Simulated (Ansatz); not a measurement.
# H started on an O site and H started in the widest void in corundum Al2O3, 121 atoms, charge 0

How does the host give way around this defect, what does it cost to form, and which levels does it put into the gap? The levels of theory are PBEsol and HSE06.

Method: density functional theory in Ansatz 0.2.0, PAW datasets, plane waves.

## 1. Starting point

121 atoms (48 Al, 71 O, 2 H); a = 9.548 Å, b = 9.548 Å, c = 13.014 Å, α = 90.00°, β = 90.00°, γ = 120.00°. All atoms were shaken off their sites by about 0.02 Å along each axis. Defect site 1: (0.680, 0.514, 0.583). Defect site 2: (0.672, 0.343, 0.667).

Steps to follow: (2) PBEsol relaxation at the single k point (¼, ¼, ¼), on 1 × NVIDIA GB200 with 8 threads of Arm Neoverse-V2; (3) HSE06 single point at the single k point (¼, ¼, ¼), on 1 × NVIDIA GB200 with 8 threads of Arm Neoverse-V2.

## 2. Relaxing the atoms with PBEsol

Input file in.yaml:

```yaml
crystal:
  lattice:
    - [9.547862, 0.000000, 0.000000]
    - [-4.773931, 8.268691, 0.000000]
    - [0.000000, 0.000000, 13.013576]
  atoms:
    - { symbol: Al, position: [0.332852, 0.167721, 0.187880] }
    - { symbol: Al, position: [0.331664, 0.665102, 0.186206] }
    - { symbol: Al, position: [0.834092, 0.168338, 0.185462] }
    - { symbol: Al, position: [0.833526, 0.665338, 0.184096] }
    - { symbol: Al, position: [0.172011, 0.334895, 0.016196] }
    - { symbol: Al, position: [0.167259, 0.833145, 0.017683] }
    - { symbol: Al, position: [0.664944, 0.332567, 0.020821] }
    - { symbol: Al, position: [0.668503, 0.834333, 0.018509] }
    - { symbol: Al, position: [0.165811, 0.328933, 0.311285] }
    - { symbol: Al, position: [0.164470, 0.830914, 0.313395] }
    - { symbol: Al, position: [0.665420, 0.331866, 0.317349] }
    - { symbol: Al, position: [0.664335, 0.828510, 0.313470] }
    - { symbol: Al, position: [0.170077, 0.331763, 0.519268] }
    - { symbol: Al, position: [0.168332, 0.834965, 0.519797] }
    - { symbol: Al, position: [0.665211, 0.328805, 0.517689] }
    - { symbol: Al, position: [0.669008, 0.834989, 0.518176] }
    - { symbol: Al, position: [0.005693, 0.005190, 0.352434] }
    - { symbol: Al, position: [0.003809, 0.501862, 0.353771] }
    - { symbol: Al, position: [0.497305, 0.997843, 0.354388] }
    - { symbol: Al, position: [0.493935, 0.495969, 0.353760] }
    - { symbol: Al, position: [0.002366, 0.001920, 0.148367] }
    - { symbol: Al, position: [0.996148, 0.497701, 0.146469] }
    - { symbol: Al, position: [0.498854, 0.996858, 0.148604] }
    - { symbol: Al, position: [0.506763, 0.501756, 0.146790] }
    - { symbol: Al, position: [0.999468, 0.999453, 0.647792] }
    - { symbol: Al, position: [0.005239, 0.499852, 0.649441] }
    - { symbol: Al, position: [0.499838, 0.999373, 0.647760] }
    - { symbol: Al, position: [0.502175, 0.504690, 0.648823] }
    - { symbol: Al, position: [0.998114, 0.997634, 0.855188] }
    - { symbol: Al, position: [0.995196, 0.498071, 0.850713] }
    - { symbol: Al, position: [0.504056, 0.998955, 0.852391] }
    - { symbol: Al, position: [0.499167, 0.501097, 0.853624] }
    - { symbol: Al, position: [0.329988, 0.162938, 0.685468] }
    - { symbol: Al, position: [0.333801, 0.666660, 0.684372] }
    - { symbol: Al, position: [0.834691, 0.168524, 0.685417] }
    - { symbol: Al, position: [0.833037, 0.665087, 0.685700] }
    - { symbol: Al, position: [0.333238, 0.164903, 0.479056] }
    - { symbol: Al, position: [0.335225, 0.669678, 0.483536] }
    - { symbol: Al, position: [0.834154, 0.165836, 0.481712] }
    - { symbol: Al, position: [0.838351, 0.665225, 0.480676] }
    - { symbol: Al, position: [0.332907, 0.164390, 0.981420] }
    - { symbol: Al, position: [0.331330, 0.665291, 0.982272] }
    - { symbol: Al, position: [0.834779, 0.168280, 0.980489] }
    - { symbol: Al, position: [0.833825, 0.663731, 0.979130] }
    - { symbol: Al, position: [0.168793, 0.333920, 0.817001] }
    - { symbol: Al, position: [0.166480, 0.832034, 0.815103] }
    - { symbol: Al, position: [0.663582, 0.332401, 0.812541] }
    - { symbol: Al, position: [0.665872, 0.833749, 0.816875] }
    - { symbol: O, position: [0.149433, 0.000275, 0.248505] }
    - { symbol: O, position: [0.148404, 0.496746, 0.251544] }
    - { symbol: O, position: [0.651526, 0.997153, 0.250760] }
    - { symbol: O, position: [0.652830, 0.501582, 0.251036] }
    - { symbol: O, position: [0.334440, 0.016505, 0.085111] }
    - { symbol: O, position: [0.330175, 0.511293, 0.085130] }
    - { symbol: O, position: [0.828277, 0.013527, 0.084386] }
    - { symbol: O, position: [0.831553, 0.513422, 0.081515] }
    - { symbol: O, position: [0.994903, 0.152921, 0.252461] }
    - { symbol: O, position: [0.994016, 0.651826, 0.249970] }
    - { symbol: O, position: [0.501233, 0.154098, 0.248398] }
    - { symbol: O, position: [0.507287, 0.655160, 0.254030] }
    - { symbol: O, position: [0.345144, 0.343554, 0.249774] }
    - { symbol: O, position: [0.345605, 0.848400, 0.248316] }
    - { symbol: O, position: [0.844448, 0.347723, 0.245051] }
    - { symbol: O, position: [0.847021, 0.849733, 0.247701] }
    - { symbol: O, position: [0.179120, 0.165006, 0.082516] }
    - { symbol: O, position: [0.188243, 0.668307, 0.085381] }
    - { symbol: O, position: [0.679556, 0.166636, 0.082684] }
    - { symbol: O, position: [0.681781, 0.669256, 0.081921] }
    - { symbol: O, position: [0.185992, 0.017159, 0.583211] }
    - { symbol: O, position: [0.177825, 0.516242, 0.582583] }
    - { symbol: O, position: [0.681785, 0.014873, 0.585553] }
    - { symbol: O, position: [0.169064, 0.181958, 0.415962] }
    - { symbol: O, position: [0.162906, 0.681655, 0.416398] }
    - { symbol: O, position: [0.667378, 0.183647, 0.415141] }
    - { symbol: O, position: [0.661796, 0.678553, 0.416669] }
    - { symbol: O, position: [0.012637, 0.331191, 0.418539] }
    - { symbol: O, position: [0.018055, 0.833715, 0.416540] }
    - { symbol: O, position: [0.517141, 0.338471, 0.415989] }
    - { symbol: O, position: [0.511046, 0.832929, 0.413626] }
    - { symbol: O, position: [0.011845, 0.178175, 0.918406] }
    - { symbol: O, position: [0.015105, 0.682837, 0.915525] }
    - { symbol: O, position: [0.517820, 0.182288, 0.919078] }
    - { symbol: O, position: [0.507898, 0.677839, 0.918968] }
    - { symbol: O, position: [0.002047, 0.349178, 0.751746] }
    - { symbol: O, position: [0.997793, 0.843648, 0.749532] }
    - { symbol: O, position: [0.504591, 0.349253, 0.750892] }
    - { symbol: O, position: [0.501266, 0.847348, 0.750119] }
    - { symbol: O, position: [0.487710, 0.321156, 0.082744] }
    - { symbol: O, position: [0.483471, 0.816638, 0.084452] }
    - { symbol: O, position: [0.986481, 0.317594, 0.081531] }
    - { symbol: O, position: [0.986251, 0.819108, 0.082383] }
    - { symbol: O, position: [0.487159, 0.167924, 0.582154] }
    - { symbol: O, position: [0.486237, 0.666849, 0.585616] }
    - { symbol: O, position: [0.987711, 0.169409, 0.582896] }
    - { symbol: O, position: [0.989116, 0.667427, 0.580141] }
    - { symbol: O, position: [0.330974, 0.320153, 0.583076] }
    - { symbol: O, position: [0.332583, 0.818637, 0.584847] }
    - { symbol: O, position: [0.836081, 0.322749, 0.583885] }
    - { symbol: O, position: [0.831828, 0.816218, 0.585088] }
    - { symbol: O, position: [0.319463, 0.486674, 0.417427] }
    - { symbol: O, position: [0.319833, 0.982806, 0.414712] }
    - { symbol: O, position: [0.817996, 0.482451, 0.416944] }
    - { symbol: O, position: [0.821802, 0.988355, 0.418454] }
    - { symbol: O, position: [0.322326, 0.333849, 0.915129] }
    - { symbol: O, position: [0.321479, 0.834497, 0.918240] }
    - { symbol: O, position: [0.823283, 0.337323, 0.916198] }
    - { symbol: O, position: [0.821890, 0.836861, 0.917855] }
    - { symbol: O, position: [0.347861, 0.001885, 0.747879] }
    - { symbol: O, position: [0.348412, 0.499041, 0.747940] }
    - { symbol: O, position: [0.849694, 0.003213, 0.750087] }
    - { symbol: O, position: [0.842580, 0.496271, 0.749950] }
    - { symbol: O, position: [0.151648, 0.150134, 0.750962] }
    - { symbol: O, position: [0.150301, 0.654793, 0.748250] }
    - { symbol: O, position: [0.655568, 0.156077, 0.747430] }
    - { symbol: O, position: [0.649181, 0.650166, 0.749085] }
    - { symbol: O, position: [0.166029, 0.484990, 0.915636] }
    - { symbol: O, position: [0.168898, 0.989384, 0.919285] }
    - { symbol: O, position: [0.667687, 0.485540, 0.915550] }
    - { symbol: O, position: [0.667086, 0.987798, 0.914855] }
    - { symbol: H, position: [0.684138, 0.515320, 0.582121] }
    - { symbol: H, position: [0.671372, 0.342954, 0.664784] }
  symmetry: { detect: false }
kpoints:
  mp_grid: { grid: [1, 1, 1], shift: [0.25, 0.25, 0.25] }
hamiltonian:
  xc: pbesol
scf:
  occupations: { method: fermi_dirac, width: 0.01 }
relax:
  f_tol: 0.03
  max_steps: 80
  escape_saddle: false
  adjacent_minimum: "off"
output:
  forces: true
  eigenvalues: true
  populations: true
```

Launch:

```console
ansatz run in.yaml --threads 8 --pin off --max-ram 118750MiB --runs-dir r --events-out ev --progress --plain --backend cuda --devices 0, --max-vram 170GiB
```

After this run come: Single point with HSE06.

Before running it: what results should come out? Wanted: for each run, formation energy; host gap; top filled to lowest empty.

As calculated:

| level | time | formation energy (eV) | host gap (eV) | top filled to lowest empty (eV) |
| --- | --- | --- | --- | --- |
| PBEsol, relaxation | 16 s (GPU) | 7.92 | 6.03 | 4.41 |
| HSE06 | 21 s (GPU) | 8.21 | 8.00 | 6.05 |

```
     quantity                              value
   relaxation  16 recorded steps, 3.95 eV gained
largest shift                      1.13 Å (H121)
```

**Reading.** The relaxation lowers the energy by 3.95 eV; the largest shift is 1.13 Å (H121). The formation energy goes from 7.92 eV (PBEsol) to 8.21 eV (HSE06). The reservoirs are the elements' reference phases; where the defect changes the composition, the value depends on that choice. HSE06 puts 1 localised level over 0.1 eV inside the gap, at 2.49 (filled) eV, the tightest of them shared by about 6 atoms. The host's edges were read at Γ, so band-like levels at this k point need not coincide with them. One k point and a cell of this size can leave errors of several tenths of an eV.
